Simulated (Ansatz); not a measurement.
## 4 guesses for SiC and where they end

Level of theory: DFT PBE, scalar-relativistic, plane waves, PAW (Ansatz 0.2.0). All cells share a 420 eV cutoff and Γ-centred k meshes spaced at most about 0.3 Å⁻¹ (about 0.25 or finer for metals, 2π included). No spin polarisation in the final relaxations.

Each guess was relaxed in cell and atoms at zero pressure, within the symmetry of its start. These are static total energies at zero pressure. Coordination counts C atoms around Si (those within 1.25 times the shortest such distance or 1.15 times the sum of covalent radii). For orderings, «n of Z unlike» gives the unlike atoms among the Z nearest shared sites at the start, averaged over those sites.

```tsv
guess	made from	start group	V start (Å³/atom)	end group	V end (Å³/atom)	coordination at the end	gap on mesh (eV)	E over the lowest end (meV/atom)
1	Si/C on fcc sites, 6.0 of 12 unlike	R-3m	14.0	Fm-3m (rock salt)	8.3	Si 6	0	737
2	Si/C ordered on a cell of Si	Imm2	14.0	F-43m (zinc blende)	10.5	Si 4	1.37	0
3	Si/C ordered on a cell of C	Fmm2	14.0	?	?	?	?	?
4	Si/C ordered on a cell of C	Cm	14.0	R3m	15.1	Si 3	1.78	492
```

Guess 3 as it starts:

```yaml
crystal:
  lattice:
    - [0.00000, 3.91709, 2.48855]
    - [1.43673, 0.00000, 2.48855]
    - [1.43673, 3.91709, 0.00000]
  atoms:
    - { symbol: Si, position: [0.66667, 0.66667, 0.33333] }
    - { symbol: C, position: [0.33333, 0.33333, 0.66667] }
```

Problem. Fill in the missing row: what does this guess relax into, and where does it rank?

Solution. It ends in space group Fmm2 (No. 42), with a = 3.102 Å, b = 7.827 Å, c = 5.357 Å, 16.3 Å³/atom and a gap of 1.44 eV. It lies 0.50 eV/atom over the lowest end, above guess 4 and below guess 1. Counting C atoms around Si, this end has Si 3 and the lowest (guess 2) has Si 4.

```cif
data_structure
_symmetry_space_group_name_H-M 'P 1'
_symmetry_Int_Tables_number 1
_cell_length_a 4.7423
_cell_length_b 3.0950
_cell_length_c 4.2098
_cell_angle_alpha 79.360
_cell_angle_beta 39.897
_cell_angle_gamma 60.743
_cell_volume 32.51
loop_
_atom_site_label
_atom_site_type_symbol
_atom_site_fract_x
_atom_site_fract_y
_atom_site_fract_z
_atom_site_occupancy
Si1 Si 0.66695 0.66695 0.33305 1
C1 C 0.33305 0.33305 0.66695 1
```

Energies over the elements count from the elements' standard structures at the same level, with no fitted energy shifts.

Problem. Is the lowest end bound against the elements?

Solution. Yes: its formation energy is −0.203 eV/atom. It lies below the elements, which doesn't yet make it stable against other compounds or structures.

For metals, differences of a few meV/atom aren't resolved. No dispersion correction is applied, so the spacing and binding between layers, chains or molecules are poorly described (R3m, Fmm2), and this can change margins and order among such cells. Kohn–Sham gaps at this level usually fall short of measured ones. The reference form of C is held partly by dispersion forces, which this level lacks. With atoms moved at random, F-43m came back. Other cells relaxed within their symmetry can be saddle points. The part of the Crystallography Open Database at hand lists SiC in space groups No. 36, 156, 160, 186, 216; sharing a group (F-43m and R3m) doesn't make a cell the listed structure. Some structure types and database cells were kept out of the candidates from the start, so a known form may be missing.

Tetrahedral bonding wins clearly: both the three-coordinate ends and six-coordinate rock salt lie far above zinc blende. With eight valence electrons per SiC pair, four two-centre σ bonds around each atom fill all bonding states and leave the antibonding ones empty. The Fmm2 end consists of flat honeycomb sheets, where one of these σ bonds gives way to π bonding, which is weak because the diffuse Si 3p orbital overlaps poorly with C 2p. Interlayer attraction is probably too small to make up for this loss, though it could reorder the two three-coordinate ends.

In rock salt, six neighbours share too few electrons for localised bonds, and the Si–C electronegativity difference is too modest for ionic attraction to compensate. Its smaller volume, 8.3 against 10.5 Å³/atom, nevertheless favours it under compression, in line with the known high-pressure transition. The preference for zinc blende here doesn't settle its order relative to the hexagonal polytypes, which keep the same tetrahedral bonding and differ only subtly in energy.
